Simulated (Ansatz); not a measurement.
# (001) slab of rocksalt RbCl, 22.9 Å thick as cut, bare faces

Ansatz, PAW, plane waves, no spin–orbit coupling unless named; atoms relaxed with PBEsol, the curve by HSE06. The curve holds the local part of the PAW potentials, so its shape inside matter depends on the files.

```
Cl Rb
1.0
     3.27330    3.27330    0.00000
    -3.27330    3.27330    0.00000
     0.00000    0.00000   35.91313
Cl Rb
8 8
Direct
  0.50061 0.49807 0.18178
  0.50088 0.49895 0.36347
  0.50049 0.49913 0.54563
  0.49991 0.50013 0.72798
  0.00060 0.99852 0.27217
  0.00060 0.99890 0.45448
  0.00007 0.99964 0.63671
  0.99923 0.00008 0.81841
  0.00071 0.99802 0.18225
  0.00100 0.99885 0.36339
  0.00054 0.99924 0.54562
  0.99987 0.00017 0.72785
  0.50067 0.49840 0.27228
  0.50067 0.49894 0.45454
  0.50002 0.49967 0.63670
  0.49938 0.50026 0.81788
```

Planar mean of the electrostatic potential energy along the normal, from the vacuum level:

```
z (Å)  v (eV)
 0.00    0.00
 0.30    0.00
 0.74    0.00
 1.03    0.00
 1.33    0.00
 1.63    0.00
 2.07    0.00
 2.36    0.00
 2.66    0.00
 3.10    0.00
 3.40   -0.01
 3.69   -0.01
 3.99   -0.02
 4.43   -0.05
 4.73   -0.13
 5.02   -0.31
 5.47   -1.32
 5.76   -3.61
 6.06   -8.92
 6.35  -14.24
 6.80  -13.22
 7.09   -7.37
 7.39   -2.77
 7.83   -0.71
 8.13   -0.45
 8.42   -0.62
 8.72   -1.43
 9.16   -6.23
 9.46  -12.20
 9.75  -15.42
10.05  -13.01
10.49   -4.47
10.79   -1.66
11.08   -0.71
11.53   -0.48
11.82   -0.87
12.12   -2.13
12.41   -5.80
12.86  -14.18
13.15  -15.08
13.45  -10.68
13.89   -2.90
14.19   -1.13
14.48   -0.53
14.78   -0.46
15.22   -1.26
15.52   -3.28
15.81   -8.33
16.26  -15.29
16.55  -13.69
16.85   -8.02
17.14   -3.11
17.59   -0.79
17.88   -0.46
18.18   -0.56
18.62   -1.87
18.92   -5.09
19.21  -10.99
19.51  -15.19
19.95  -11.50
20.25   -5.54
20.54   -2.03
20.99   -0.59
21.28   -0.46
21.58   -0.74
21.87   -1.76
22.32   -7.52
22.61  -13.32
22.91  -15.39
23.35   -8.86
23.65   -3.58
23.94   -1.37
24.24   -0.61
24.68   -0.52
24.98   -1.04
25.27   -2.63
25.72  -10.10
26.01  -14.86
26.31  -14.49
26.60   -9.34
27.05   -2.32
27.34   -0.92
27.64   -0.48
27.93   -0.51
28.38   -1.67
28.67   -4.55
28.97  -10.35
29.41  -15.36
29.71  -12.00
30.00   -6.05
30.30   -2.18
30.74   -0.50
31.04   -0.19
31.33   -0.07
31.77   -0.02
32.07    0.00
32.37    0.00
32.66    0.00
33.11    0.00
33.40    0.00
33.70    0.00
34.14    0.00
34.44    0.00
34.73    0.00
35.03    0.00
35.47    0.00
35.77    0.00
```

(1) How far below the vacuum level do the top filled and the lowest empty level lie, by each functional?

## Answers

(1) PBEsol: 6.06 and 1.27 eV (gap 4.78 eV, a 6×6×1 mesh); HSE06: 6.94 and 0.87 eV (gap 6.08 eV, a 4×4×1 mesh). Either level can be a surface state and not a band edge of the crystal.
